**Problem.** Germanium is a semiconductor with a measured gap of roughly 0.7 eV. The table follows the gap of the diamond-structure crystal as PBE, a semilocal density functional, gives it while the cell is stretched evenly. The volume of 22.831 Å³ per atom is within about 1 % of the measured one.

Diamond-structure germanium, computed with Ansatz 0.2.0 using PBE, PAW potentials and plane waves up to 420 eV, without spin polarisation or spin–orbit coupling. The k mesh is 8×8×8 and the Fermi–Dirac smearing width 0.02 eV. The band gap is taken between band edges found on the mesh and at high-symmetry points, and is given as zero if the bands overlap.

```
volume (Å³/atom)  shortest distance (Å)  band gap (eV)
          20.383                  2.366          0.420
          21.679                  2.415          0.315
          21.819                  2.420          0.295
          22.831                  2.457          0.000
          23.523                  2.481          0.000
          25.050                  2.534          0.000
          26.558                  2.584          0.000
```

Two places in the band structure matter. At Γ, where the crystal orbitals repeat unchanged from cell to cell, the valence top at small volume is a threefold level, and a single empty level lies above it. The spacing of these two is the direct gap: 1.02, 0.431 and 0.371 eV at the three smallest volumes. The second place is L, at the zone edge along the bond direction, where an empty valley competes for the lowest energy.

**(a) Between 21.819 and 22.831 Å³ per atom the band gap falls from 0.295 eV to zero. Has the L valley come down to the valence top?**

*Solution.* The height of L above the threefold level can be followed through four volumes: two at which L is the lowest empty state, and the two largest, where L has sunk below the valence top and is partly filled. A least-squares straight line against the logarithm of the volume describes these heights to about 0.01 eV. It falls by about 0.03 eV for each per cent of volume. At 22.831 Å³, a row outside the fit, it still leaves L about 0.17 eV above the threefold level. The steeper slope of the two nearest rows alone gives 0.15 eV. Either way L did not close the gap.

The direct gap is the faster runner. The same kind of line through its three positive values falls by about 0.1 eV per cent of volume, more than three times as steeply. Starting from 21.819 Å³, the estimate for 22.831 Å³ is

0.371 eV − 9.6 eV × ln(22.831/21.819) ≈ 0.371 eV − 0.435 eV ≈ −0.06 eV.

The negative sign means that the single level should have passed below the threefold one.

Bonding theory says which spacing should move faster, although the orbital character of the levels was not analysed in these runs. The single level is built from s orbitals in opposite phase on neighbouring atoms, so it is antibonding in all four bonds of an atom. The threefold level is made of bonding p orbitals. Stretching weakens the overlap. Measured from the levels of the free atoms, this lowers the first and raises the second, and both shifts close the direct gap. The valley at L mixes s with p and is expected to feel the bond length less.

**(b) At 22.831 Å³ the highest filled and the lowest empty band touch exactly at Γ. Does this mean a narrow gap blurred by the smearing, or a changed order of levels? At this volume the Fermi level lies 0.015 eV above the threefold level, and the smearing width is 0.02 eV.**

*Solution.* Count the electrons. As long as the other mesh points neither gain nor lose any, the two levels together have six electrons to share at Γ. In the normal order these fill the threefold level and leave the single one empty. The Fermi function gives each place in the threefold level a filling of

1/(1 + exp(−0.015/0.02)) ≈ 0.68,

so its six places hold about 4.1 electrons. The other two, nearly, must sit in the single level, because L is too high to take more than a trace.

The order has therefore changed. A single level so nearly full must lie about 0.05 eV below the threefold one, which agrees with the extrapolation in (a) to within 0.02 eV.

This also explains why the gap is exactly zero and stays so at 23.523 Å³. Four electrons in six places of equal energy make the last filled and the first empty state members of one level. Cubic symmetry holds that level together, and an even stretch preserves the symmetry. A smaller smearing width would fill the single level completely but would open no gap.

The last two zeros hide a different state. At 25.050 and 26.558 Å³ the L valley lies 0.105 and 0.250 eV below the valence top, and electrons spill into it from the valence top at and around Γ. The column thus runs from a semiconductor through a touching of bands to an overlap, and a single deformation potential (the shift of a level spacing with strain) drawn through it would mix different edges. Even the first entry belongs elsewhere: its lowest empty state was found on the line from Γ to X, at a mesh point, so 0.420 eV is an upper bound.

**(c) Why does PBE lose the gap near the volume at which real germanium has one?**

*Solution.* One part of the answer lies in what a PBE gap is. It is a difference between orbital energies, whereas the measured gap is the cost of removing an electron and adding one elsewhere. The exact exchange–correlation potential jumps by a constant when the first electron enters the empty bands, and a semilocal functional lacks this jump. Without it the gap comes out too small. The PBE potential is also only an approximation to the exact one, and this shifts the levels too. The runs here show only the combined effect and cannot tell which part is larger. The order of the levels, however, is set by the potential: a constant added afterwards to whatever is empty would leave the single level filled and below the threefold one.

The fitted lines show the size of the error near the measured volume, at 22.831 Å³ per atom. L lies about 0.17 eV above the threefold level instead of roughly 0.7 eV, a shortfall of about half an electronvolt. The single level at Γ, which in nature lies roughly 0.8 eV above the valence top, has dropped slightly below it, a shortfall of more than 0.8 eV. The two errors differ, so one rigid shift of the empty bands cannot mend both. At the measured volume itself, roughly 22.6 Å³, the line still leaves it about 0.03 eV above, so there the PBE gap is on the verge of closing. Spin–orbit coupling, left out here, does not excuse the functional: it would raise the valence top by about 0.1 eV and make the disagreement worse.

A second error adds to the first if the cell is relaxed with the same functional. The computed pressure passes through zero near 24 Å³ per atom, about 5 % above the 22.831 Å³ row. If the direct-gap line held that far, this expansion would push the single level down by roughly another half electronvolt. Relaxing the cell in PBE therefore moves germanium deeper into the false state.

The neighbours in the same column of the periodic table show why germanium is the sensitive case. In silicon the s-like level at Γ lies far above the valence top, and the lowest empty valley, near X, is higher than the error of the functional, so PBE makes the gap too small but leaves it open. In grey tin, where longer bonds and relativistic effects lower the s-like level at Γ, the order found here at 22.831 Å³ is the real one. Germanium stands between them, with a direct gap about as large as the error of the functional, and so an error of size becomes an error of kind.
